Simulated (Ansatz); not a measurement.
Runs of Ansatz 0.2.0 on P. The structure is orthorhombic, space group Cmce (No. 64). The conventional cell has a = 3.295 Å, b = 10.930 Å, c = 4.544 Å, α = 90.00°, β = 90.00°, γ = 90.00°. P (site symmetry m) is surrounded by 3 P at 2.20 to 2.25 Å. 

| level | cutoff (eV) | gap on the mesh (eV) | pressure (GPa) | largest force (eV/Å) |
| --- | --- | --- | --- | --- |
| r2SCAN | 500 | 0.57 | (c) | 0.09 |
| HSE06 | 420 | (b) | -0.1 | (a) |
| PBE0 | 420 | 1.68 | (d) | 0.15 |
| revPBE | 420 | 0.48 | 3.4 | 0.35 |
| RPBE | 420 | 0.49 | 3.9 | 0.35 |

Alike in all rows: task projected density of states; potentials or basis Ansatz PAW; no spin polarisation; cell as given; k mesh 5 × 5 × 4; smearing fermi-dirac 0.05 eV.

Fill in the values left out.

(a) 0.14; (b) 1.02; (c) 0.8; (d) -0.2.

Caveats: odd divisions of the mesh miss points on the zone boundary, where band edges often lie, so the gap on the mesh can be too wide; the PAW data sets come from PBE, with cores solved anew for the run's functional, which leaves a small shift of forces and pressure; the density of states is complete only up to the lowest level of the last band computed; the thresholds are loose for stress (some runs).

A k mesh can miss the band edges.

Runs at the PBE level aren't shown here.
